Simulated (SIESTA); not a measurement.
The system is WS2, a slab with vacuum.

```xyz
3
Lattice="3.1835 0.0000 0.0000 -1.5918 2.7570 0.0000 0.0000 0.0000 16.9506" Properties=species:S:1:pos:R:3 pbc="T T T"
W     0.0000    0.0000    0.0000
S     0.0000    1.8380    1.5595
S     0.0000    1.8380   15.3911
```

- Program: SIESTA 5.4.2
- Task: single point
- Functional: PBEsol
- Potentials or basis: PseudoDojo 0.4 standard (PBEsol files)
- Basis: DZP (energy shift 0.003 Ry; two zetas on semicore shells)
- Grid cutoff: 800 Ry
- Energy shift: 0.003 Ry
- k mesh: 10 × 10 × 2
- Occupations: fermi-dirac, width 0.05 eV
- Spin: no spin polarisation

On this cell: largest force 0.303 eV/Å; band gap on the k mesh 1.99 eV, indirect (least direct gap 2.21 eV).

The same run follows on a disturbed copy (atoms moved at random, drawn with an rms of 0.05 Å):

```
CELL_PARAMETERS angstrom
3.18352 0.00000 0.00000
-1.59176 2.75701 0.00000
0.00000 0.00000 16.95058
ATOMIC_POSITIONS crystal
W 0.99775 0.00096 0.99765
S 0.33985 0.65947 0.09287
S 0.33153 0.65848 0.90878
```

Problem. What does the disturbed cell give?

Solution. The energy moves by +21.3 meV/atom; largest force 1.951 eV/Å; band gap on the k mesh 1.91 eV, indirect (least direct gap 2.18 eV).

Forces on the atoms (eV/Å):
```
W    0.587 -0.526  1.784
S   -0.379  0.211 -0.535
S   -0.207  0.315 -1.249
```

Stress tensor (GPa, compression positive):
```
-0.35  0.20 -0.32
 0.20  0.05 -0.14
-0.32 -0.14  1.10
```

Caveats: short orbitals over semicore shells can move pressures by several GPa; spin-orbit coupling is left out, which moves the levels of the heavy elements; the basis of atomic orbitals isn't converged, which shifts pressures, moduli and gaps.

A k mesh can miss the band edges.
